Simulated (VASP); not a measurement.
A run of VASP 6.6.1 is set up as follows.

POSCAR

```
Zn
1.0
   -1.6409560000      1.6409560000      1.3537360000
    1.6409560000     -1.6409560000      1.3537360000
    1.6409560000      1.6409560000     -1.3537360000
Zn
1
Direct
    0.0000000000      0.0000000000      0.0000000000
```

File INCAR.step1:

```
PREC = Accurate
ENCUT = 520
ISMEAR = -5
SIGMA = 0.0375
LREAL = F
LASPH = T
NELM = 80
GGA = PE
ALGO = Normal
EDIFF = 1E-4
LWAVE = T
LCHARG = F
```

INCAR.step2

```
PREC = Accurate
ENCUT = 520
EDIFF = 1E-7
ISMEAR = -1
SIGMA = 0.0375
LREAL = F
LASPH = T
NELM = 80
ALGO = Normal
ISIF = 2
LWAVE = F
LCHARG = F
METAGGA = R2SCAN
LMIXTAU = T
LORBIT = 11
ISTART = 1
```

The input KPOINTS:

```
regular mesh
0
Gamma
  16 16 16
```

Potentials or basis: VASP PAW PBE potentials, release 64 (Zn).

Run with:

```sh
$ cat potpaw_PBE.64/Zn/POTCAR > POTCAR
$ cp INCAR.step1 INCAR
$ mpirun -np 1 vasp_std > vasp.out
$ cp INCAR.step2 INCAR
$ mpirun -np 1 vasp_std > vasp.out
```

**Question.** Predict the band gap on the k mesh.

**Answer.** None (metal or under the smearing width).

**Question.** Estimate the pressure.

**Answer.** -0.3 GPa.

Stress tensor (GPa, compression positive):
```
 2.15  0.00  0.00
 0.00  2.15  0.00
 0.00  0.00 -5.31
```

Caveat: the PAW data sets were made with another functional, which shifts forces and pressure a little.
